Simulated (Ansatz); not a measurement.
The system is Bi.

```
Bi
1.0
     4.65841    0.00000    0.00000
     0.00000    4.52639    0.00000
    -0.34597    0.00000    6.51195
Bi
4
Direct
  0.25137 0.25000 0.74873
  0.74863 0.75000 0.25127
  0.24989 0.25000 0.24888
  0.75011 0.75000 0.75112
```

- Program: Ansatz 0.2.0
- Task: relaxation of cell and atoms
- Functional: PBEsol
- Potentials or basis: JTH PAW
- Cutoff: 1800 eV (not typed: the program's choice for these potentials)
- k mesh: 6 × 6 × 4
- Occupations: fermi-dirac, width 0.05 eV
- Spin: no spin polarisation

At the start: volume 34.33 Å³/atom.

Question: How do energy, volume and symmetry change on relaxing?

Answer: It ends after 6 steps and the volume is 33.44 Å³/atom (-2.6 %); space group P4/mmm (No. 123, to 0.05 Å).

The path:
```csv
step,energy change (eV),largest force (eV/Å),volume (Å³)
1,0.0000,0.0027,137.31
2,-0.0216,0.0089,131.44
3,-0.0322,0.0068,133.47
4,-0.0343,0.0009,133.76
5,-0.0344,0.0004,133.76
6,-0.0342,0.0003,133.76
```

Final structure:
```
Bi
1.0
     4.52728    0.00000    0.11574
     0.00000    4.52963    0.00000
    -0.17445    0.00000    6.51805
Bi
4
Direct
  0.25011 0.25000 0.74980
  0.74989 0.75000 0.25020
  0.24991 0.25000 0.25003
  0.75009 0.75000 0.74997
```

Caveat: the plane-wave basis is chosen anew once the cell has moved, so the energies of steps on either side of that aren't comparable.
